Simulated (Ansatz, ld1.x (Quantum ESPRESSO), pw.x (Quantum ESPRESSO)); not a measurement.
Pt (diamond): variants of one TM potential in the solid

* Element: Pt (Z = 78)
* Generator: ld1.x (Quantum ESPRESSO) 7.5
* Type: norm-conserving Troullier–Martins (Kleinman–Bylander form)
* Functional: PBE
* Relativity: scalar-relativistic
* Frozen core: [Xe] 4f14
* Valence charge: 10
* Reference configuration: 5d9 6s0.5 6p0 (charge +0.5)
* Partial waves: 6s (bound): rc 2.55 bohr; 5d (bound): rc 1.85 bohr; 6p (bound, empty): rc 3.25 bohr
* Local potential: the p channel
* Core correction: Bessel-smoothed model core inside 1.30 bohr

Crystal test: diamond Pt in pw.x 7.5, no spin, 8³ k-points, Fermi–Dirac smearing 0.01 Ry, cutoffs set for each file from its atomic test. The reference is all-electron LAPW (Ansatz 0.2.0) with the same functional, mesh and smearing; V0 and B0 come from Birch–Murnaghan fits to the pressures at five volumes. Errors are pseudo minus all-electron; Δ is the rms difference of the E(V) curves that follow from these fits, minima aligned, over ±6 % about the mean V0. Mesh and smearing are coarse, so the numbers serve the comparison and aren't converged zero-temperature values; the lattice is a test structure that the element need not adopt.

All-electron: a0 = 5.784 Å (V0 = 24.18 Å³/atom), B0 = 111.9 GPa.

Base: The largest radius (3.25 bohr) exceeds half the bond length (2.37 bohr), so the spheres overlap, which is one possible source of error among others. This is a poor potential for the solid. Atomic configuration tests: 1 of 7 tests not solved or not reliable.

2 further variants are left out: they gave no file fit for a test, a broken result, the same result as the base, or pressures whose basis-set error rivals the error shown.

A dash in a converged row means that the minimum lies outside the volumes sampled.

| change | cutoffs (Ry) | pw.x | a0 (Å) | a0 error (%) | B0 error (%) | Δ (meV/atom) | mean pressure error (GPa) |
| --- | --- | --- | --- | --- | --- | --- | --- |
| base | 60/240 | converged | – | – | – | – | +15.17 |
| type PAW; waves now 6s (bound): rcut 2.20, rcutus 2.55 bohr; 6s channel at 0.05 Ry: rcut 2.20, rcutus 2.55 bohr; 6p (bound): rcut 2.85, rcutus 3.25 bohr; 6p channel at 1.2 Ry: rcut 2.85, rcutus 3.25 bohr; 5d (bound): rcut 1.60, rcutus 1.85 bohr; 5d channel at 4 Ry: rcut 1.60, rcutus 1.85 bohr; local potential all-electron potential smoothed inside 2.20 bohr (lloc = -1); augmentation PSQ, inside the norm-conserving radii | 60/480 | converged | 5.787 | +0.07 | +0.6 | 1.3 | +0.24 |
| reference 5d9 6s1 6p0 | 60/240 | converged | – | – | – | – | +15.64 |

**Question.** Give the row for: wave 6p (bound): rc 3.25 bohr becomes 6p (bound): rc 3.74 bohr.

**Answer.** pw.x: converged; mean pressure error (GPa): +7.79.
